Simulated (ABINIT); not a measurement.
# GaN (F-43m) in ABINIT: a series of runs

The runs below take GaN through single point, relaxation of cell and atoms, with LDA, PBE, PBEsol.

Program: ABINIT 10.8.3 (patched build). These are calculated values, not measurements. Logs are shortened: lines on timing, memory, paths and dates and some standing lists are left out, and cuts for length are marked. The log counts tension as positive stress, the text compression.

## Step 1: The structure

Symmetry: F-43m, No. 216, cubic system. Conventional cell: a = 4.507 Å, b = 4.507 Å, c = 4.507 Å, α = 90.00°, β = 90.00°, γ = 90.00°. Ga (site symmetry -43m) is surrounded by 4 N at 1.95 Å. N (site symmetry -43m) has 4 Ga at 1.95 Å as nearest neighbours.

The cell is a database's computed one.

## Step 2: Single point, LDA

Contents of run.abi:

```
# Pseudopotentials
pp_dirpath "./"
pseudos "Ga.upf, N.upf"

# Structure
acell 3*1.0
rprim
     0.0000000000     4.2584989699     4.2584989699
     4.2584989699     0.0000000000     4.2584989699
     4.2584989699     4.2584989699     0.0000000000
ntypat 2
znucl 31 7
natom 2
typat 1 2
xred
     0.0000000000     0.0000000000     0.0000000000
     0.2500000000     0.2500000000     0.2500000000

# Plane-wave basis
ecut 979.609905 eV

# k points
kptopt 1
ngkpt 8 8 8
nshiftk 1
shiftk 0.0 0.0 0.0

# Exchange and correlation
ixc 7

# Bands and occupations
nband 13
occopt 3
tsmear 0.00183747

# SCF cycle
nstep 100
tolvrs 1.0e-10

# Output
iomode 3
prtwf 0
prtden 0
prteig 0
prtebands 0
```

Potentials or basis: PseudoDojo NC SR LDA v0.4.1 standard.

The run is started by

```console
$ abinit run.abi > log 2>&1
```

run.abo:

```text
.Version 10.8.3 of ABINIT
 Symmetries : space group F-4 3 m (#216); Bravais cF (face-center cubic)
================================================================================
 Values of the parameters that define the memory need of the present run
     intxc =       0    ionmov =       0      iscf =       7    lmnmax =       6
     lnmax =       6     mgfft =      36  mpssoang =       3    mqgrid =    3001
     natom =       2  nloc_mem =       1    nspden =       1   nspinor =       1
    nsppol =       1      nsym =      24    n1xccc =    2501    ntypat =       2
    occopt =       3   xclevel =       1
       mpw =        1612          nfft =       46656          nkpt =          29
================================================================================
================================================================================

--------------------------------------------------------------------------------
------------- Echo of variables that govern the present computation ------------
--------------------------------------------------------------------------------
 -outvars: echo values of preprocessed input variables --------
            acell      1.0000000000E+00  1.0000000000E+00  1.0000000000E+00 Bohr
              amu      6.97230000E+01  1.40067400E+01
             ecut      3.60000000E+01 Hartree
              ixc           7
         kptrlatt        8    0    0      0    8    0      0    0    8
          kptrlen      4.81794160E+01
            natom           2
            nband          13
            ngfft          36      36      36
             nkpt          29
            nstep         100
             nsym          24
           ntypat           2
           occopt           3
           prtden           0
        prtebands           0
           prteig           0
            prtwf           0
            rprim      0.0000000000E+00  4.2584989699E+00  4.2584989699E+00
                       4.2584989699E+00  0.0000000000E+00  4.2584989699E+00
                       4.2584989699E+00  4.2584989699E+00  0.0000000000E+00
          spgroup         216
           tolvrs      1.00000000E-10
           tsmear      1.83747000E-03 Hartree
            typat      1  2
           xangst      0.0000000000E+00  0.0000000000E+00  0.0000000000E+00
                       1.1267503030E+00  1.1267503030E+00  1.1267503030E+00
            xcart      0.0000000000E+00  0.0000000000E+00  0.0000000000E+00
                       2.1292494849E+00  2.1292494849E+00  2.1292494849E+00
             xred      0.0000000000E+00  0.0000000000E+00  0.0000000000E+00
                       2.5000000000E-01  2.5000000000E-01  2.5000000000E-01
            znucl       31.00000    7.00000

================================================================================

 chkinp: Checking input parameters for consistency.

================================================================================
== DATASET  1 ==================================================================

--- !DatasetInfo
iteration_state: {dtset: 1, }
dimensions: {natom: 2, nkpt: 29, mband: 13, nsppol: 1, nspinor: 1, nspden: 1, mpw: 1612, }
cutoff_energies: {ecut:  36.0, pawecutdg:  -1.0, }
electrons: {nelect:   1.80000000E+01, charge:   0.00000000E+00, occopt:   3.00000000E+00, tsmear:   1.83747000E-03, }
meta: {optdriver: 0, ionmov: 0, optcell: 0, iscf: 7, paral_kgb: 0, }
...

 Exchange-correlation functional for the present dataset will be:
  LDA: Perdew-Wang 92 LSD fit to Ceperley-Alder data - ixc=7
  J.P.Perdew and Y.Wang, PRB 45, 13244 (1992)

 Real(R)+Recip(G) space primitive vectors, cartesian coordinates (Bohr,Bohr^-1):
 R(1)=  0.0000000  4.2584990  4.2584990  G(1)= -0.1174123  0.1174123  0.1174123
 R(2)=  4.2584990  0.0000000  4.2584990  G(2)=  0.1174123 -0.1174123  0.1174123
 R(3)=  4.2584990  4.2584990  0.0000000  G(3)=  0.1174123  0.1174123 -0.1174123
 Unit cell volume ucvol=  1.5445417E+02 bohr^3
 Angles (23,13,12)=  6.00000000E+01  6.00000000E+01  6.00000000E+01 degrees

 getcut: wavevector=  0.0000  0.0000  0.0000  ngfft=  36  36  36
         ecut(hartree)=     36.000   => boxcut(ratio)=   2.21317

 getcut : COMMENT -
  Note that boxcut > 2.2 ; recall that boxcut=Gcut(box)/Gcut(sphere) = 2
  is sufficient for exact treatment of convolution.
  Such a large boxcut is a waste : you could raise ecut
  e.g. ecut=   44.083054 Hartrees makes boxcut=2

--- Pseudopotential description ------------------------------------------------
- pspini: atom type   1  psp file is ./Ga.upf
12 -1012 2 -1 1858                            pspcod,pspxc,lmax,lloc,mmax
     nproj     2     2     2

- pspini: atom type   2  psp file is ./N.upf
12 -1012 1 -1 1058                            pspcod,pspxc,lmax,lloc,mmax
     nproj     2     2     0

   5.38048876E+02                                ecore*ucvol(ha*bohr**3)
--------------------------------------------------------------------------------

================================================================================

--- !BeginCycle
iteration_state: {dtset: 1, }
solver: {iscf: 7, nstep: 100, nline: 4, wfoptalg: 0, }
tolerances: {tolvrs: 1.00E-10, }
...

     iter   Etot(hartree)      deltaE(h)  residm     vres2
 ETOT  1  -86.126368843676    -8.613E+01 5.525E-01 6.902E+02
 ETOT  2  -86.624023514044    -4.977E-01 2.725E-01 7.055E+02
 ETOT  3  -86.772813169045    -1.488E-01 1.248E-01 2.028E+00
 ETOT  4  -86.773305781128    -4.926E-04 8.814E-03 5.346E-02
 ETOT  5  -86.773321297242    -1.552E-05 2.654E-03 2.638E-03
 ETOT  6  -86.773321854081    -5.568E-07 2.421E-03 1.657E-04
 ETOT  7  -86.773321875914    -2.183E-08 8.496E-04 3.827E-06
 ETOT  8  -86.773321876689    -7.749E-10 7.332E-04 1.385E-07
 ETOT  9  -86.773321876712    -2.294E-11 2.019E-04 1.488E-08
 ETOT 10  -86.773321876711     7.105E-13 1.762E-04 4.257E-12

 At SCF step   10       vres2   =  4.26E-12 < tolvrs=  1.00E-10 =>converged.

 Cartesian components of stress tensor (hartree/bohr^3)
  sigma(1 1)=  3.01232934E-04  sigma(3 2)=  0.00000000E+00
  sigma(2 2)=  3.01232934E-04  sigma(3 1)=  0.00000000E+00
  sigma(3 3)=  3.01232934E-04  sigma(2 1)=  0.00000000E+00

--- !ResultsGS
iteration_state: {dtset: 1, }
comment   : Summary of ground state results
lattice_vectors:
- [  0.0000000,   4.2584990,   4.2584990, ]
- [  4.2584990,   0.0000000,   4.2584990, ]
- [  4.2584990,   4.2584990,   0.0000000, ]
lattice_lengths: [   6.02243,    6.02243,    6.02243, ]
lattice_angles: [ 60.000,  60.000,  60.000, ] # degrees, (23, 13, 12)
lattice_volume:   1.5445417E+02
convergence: {deltae:  7.105E-13, res2:  4.257E-12, residm:  1.762E-04, diffor: null, }
etotal    :  -8.67733219E+01
entropy   :   0.00000000E+00
fermie    :   2.15863330E-01
cartesian_stress_tensor: # hartree/bohr^3
- [  3.01232934E-04,   0.00000000E+00,   0.00000000E+00, ]
- [  0.00000000E+00,   3.01232934E-04,   0.00000000E+00, ]
- [  0.00000000E+00,   0.00000000E+00,   3.01232934E-04, ]
pressure_GPa:  -8.8626E+00
xred      :
- [  0.0000E+00,   0.0000E+00,   0.0000E+00, Ga]
- [  2.5000E-01,   2.5000E-01,   2.5000E-01,  N]
cartesian_forces: # hartree/bohr
- [ -4.93983701E-31,  -4.93983701E-31,   1.48195110E-30, ]
- [  4.93983701E-31,   4.93983701E-31,  -1.48195110E-30, ]
force_length_stats: {min:   1.63835859E-30, max:   1.63835859E-30, mean:   1.63835859E-30, }
...

 Integrated electronic density in atomic spheres:
 ------------------------------------------------
 Atom  Sphere_radius  Integrated_density
    1        2.00000         10.89766618
    2        2.00000          5.19295010
================================================================================

 ----iterations are completed or convergence reached----

 Mean square residual over all n,k,spin=   72.179E-08; max=  17.622E-05
 reduced coordinates (array xred) for    2 atoms
       0.000000000000      0.000000000000      0.000000000000
       0.250000000000      0.250000000000      0.250000000000
 rms dE/dt=  5.9500E-30; max dE/dt=  8.4145E-30; dE/dt below (all hartree)
    1      -0.000000000000     -0.000000000000      0.000000000000
    2       0.000000000000      0.000000000000      0.000000000000

 cartesian coordinates (angstrom) at end:
    1      0.00000000000000     0.00000000000000     0.00000000000000
    2      1.12675030299809     1.12675030299809     1.12675030299809

 cartesian forces (hartree/bohr) at end:
    1     -0.00000000000000    -0.00000000000000     0.00000000000000
    2      0.00000000000000     0.00000000000000    -0.00000000000000
 frms,max,avg= 9.4590677E-31 1.4819511E-30   0.000E+00  0.000E+00  0.000E+00 h/b

 cartesian forces (eV/Angstrom) at end:
    1     -0.00000000000000    -0.00000000000000     0.00000000000000
    2      0.00000000000000     0.00000000000000    -0.00000000000000
 frms,max,avg= 4.8640482E-29 7.6204990E-29   0.000E+00  0.000E+00  0.000E+00 e/A
 length scales=  1.000000000000  1.000000000000  1.000000000000 bohr
              =  0.529177210544  0.529177210544  0.529177210544 angstroms
 Fermi (or HOMO) energy (hartree) =   0.21586   Average Vxc (hartree)=  -0.44850
 Eigenvalues (hartree) for nkpt=  29  k points:
 kpt#   1, nband= 13, wtk=  0.00195, kpt=  0.0000  0.0000  0.0000 (reduced coord)
  -0.39795   -0.31915   -0.31915   -0.31915   -0.30775   -0.30775    0.18212    0.18212
   0.18212    0.24715    0.55535    0.55535    0.55535
      occupation numbers for kpt#   1
   2.00000    2.00000    2.00000    2.00000    2.00000    2.00000    2.00000    2.00000
   2.00000    0.00000    0.00000    0.00000    0.00000
 prteigrs : prtvol=0 or 1, do not print more k-points.

--- !EnergyTerms
iteration_state     : {dtset: 1, }
comment             : Components of total free energy in Hartree
kinetic             :  6.99317526045053E+01
hartree             :  2.17732909821953E+01
xc                  : -2.36601917474359E+01
Ewald energy        : -5.83371585566602E+01
psp_core            :  3.48355036191119E+00
local_psp           : -6.06394427347534E+01
non_local_psp       : -3.93251227864627E+01
internal            : -8.67733218767005E+01
'-kT*entropy'       : -1.10025910369481E-11
total_energy        : -8.67733218767115E+01
total_energy_eV     : -2.36122237743403E+03
band_energy         : -3.36024291850807E+00
...

 Cartesian components of stress tensor (hartree/bohr^3)
  sigma(1 1)=  3.01232934E-04  sigma(3 2)=  0.00000000E+00
  sigma(2 2)=  3.01232934E-04  sigma(3 1)=  0.00000000E+00
  sigma(3 3)=  3.01232934E-04  sigma(2 1)=  0.00000000E+00

-Cartesian components of stress tensor (GPa)         [Pressure= -8.8626E+00 GPa]
- sigma(1 1)=  8.86257891E+00  sigma(3 2)=  0.00000000E+00
- sigma(2 2)=  8.86257891E+00  sigma(3 1)=  0.00000000E+00
- sigma(3 3)=  8.86257891E+00  sigma(2 1)=  0.00000000E+00

== END DATASET(S) ==============================================================
================================================================================

 -outvars: echo values of variables after computation  --------
            acell      1.0000000000E+00  1.0000000000E+00  1.0000000000E+00 Bohr
           etotal     -8.6773321877E+01
            fcart     -4.9398370070E-31 -4.9398370070E-31  1.4819511021E-30
                       4.9398370070E-31  4.9398370070E-31 -1.4819511021E-30
            rprim      0.0000000000E+00  4.2584989699E+00  4.2584989699E+00
                       4.2584989699E+00  0.0000000000E+00  4.2584989699E+00
                       4.2584989699E+00  4.2584989699E+00  0.0000000000E+00
           strten      3.0123293448E-04  3.0123293448E-04  3.0123293448E-04
                       0.0000000000E+00  0.0000000000E+00  0.0000000000E+00
           xangst      0.0000000000E+00  0.0000000000E+00  0.0000000000E+00
                       1.1267503030E+00  1.1267503030E+00  1.1267503030E+00
             xred      0.0000000000E+00  0.0000000000E+00  0.0000000000E+00
                       2.5000000000E-01  2.5000000000E-01  2.5000000000E-01
 Calculation completed.
```

Wall time 16 s (1 thread of Arm Neoverse V2, shared host); peak memory 0.07 GiB.

Results:

```
Free energy                                           : -2361.2224 eV
Band gap on the k mesh                                : 1.77 eV, direct
Valence electrons inside the program's atomic spheres : Ga 10.90; N 5.19
```

Caveat: the cutoff is too short for stress, so the log's stress isn't used.

(Part 1 of 2 ends here.)
